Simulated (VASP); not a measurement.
Write the native input for VASP 6.6.1 that does the following.

```
Task                               : single point
Functional                         : HSE06
Potentials or basis                : VASP PAW PBE potentials, release 64 (Mg, S)
Cutoff                             : 520 eV
k mesh                             : 6 × 6 × 6
Occupations                        : gaussian, width 0.01 eV
Spin                               : no spin polarisation
Dipole correction                  : no
Exchange at q = 0                  : truncated
Grid for exact exchange (PRECFOCK) : Normal
Screening parameter                : 0.2079 1/A
Further INCAR settings             : ALGO = Normal; EDIFF = 1e-07; NBANDS = 11
```

Crystal: MgS.

```
Mg S
1.0
     0.00000    2.72015    2.53885
     2.72015    0.00000    2.53885
     2.72015    2.72015    0.00000
Mg S
1 1
Direct
  0.00000 0.00000 0.00000
  0.50000 0.50000 0.50000
```

The cell was built by a generator and needn't be a form met in nature.

The cell isn't the ideal one: epitaxial_xy strain +4.6%.

The input as run:

POSCAR

```
MgS
1.0
    0.0000000000      2.7201471552      2.5388474143
    2.7201471552      0.0000000000      2.5388474143
    2.7201471552      2.7201471552      0.0000000000
Mg S
1 1
Direct
    0.0000000000      0.0000000000      0.0000000000
    0.5000000000      0.5000000000      0.5000000000
```

INCAR.step1

```
ALGO = Normal
EDIFF = 1E-5
ENCUT = 520
GGA = PE
ISIF = 2
ISMEAR = 0
LASPH = True
LCHARG = False
LREAL = False
LWAVE = True
NBANDS = 11
NELM = 100
PREC = Accurate
SIGMA = 0.01
```

INCAR.step2

```
ALGO = Normal
EDIFF = 1E-7
ENCUT = 520
GGA = PE
HFSCREEN = 0.2079
ISIF = 2
ISMEAR = 0
ISTART = 1
LASPH = True
LCHARG = False
LHFCALC = True
LREAL = False
LWAVE = False
NBANDS = 11
NELM = 100
PREC = Accurate
PRECFOCK = Normal
SIGMA = 0.01
```

KPOINTS

```
k-points
0
Gamma
  6 6 6
```

Potentials or basis: VASP PAW PBE potentials, release 64 (Mg, S).

Launch:

```sh
$ cat potpaw_PBE.64/Mg/POTCAR potpaw_PBE.64/S/POTCAR > POTCAR
$ cp INCAR.step1 INCAR
$ mpirun -np 1 vasp_std > vasp.out
$ cp INCAR.step2 INCAR
$ mpirun -np 1 vasp_std > vasp.out
```

Results of the run:

The pressure is -4.5 GPa. The band gap on the k mesh is 3.32 eV, indirect (least direct gap 4.16 eV).

Caveat: the PAW data sets were made with another functional, which shifts forces and pressure a little.

Run time: 25 min on 1 thread of Intel(R) Xeon(R) Platinum 8259CL CPU @ 2.50GHz (Skylake/Cascade Lake), with other jobs on the host, peak memory 0.29 GiB.
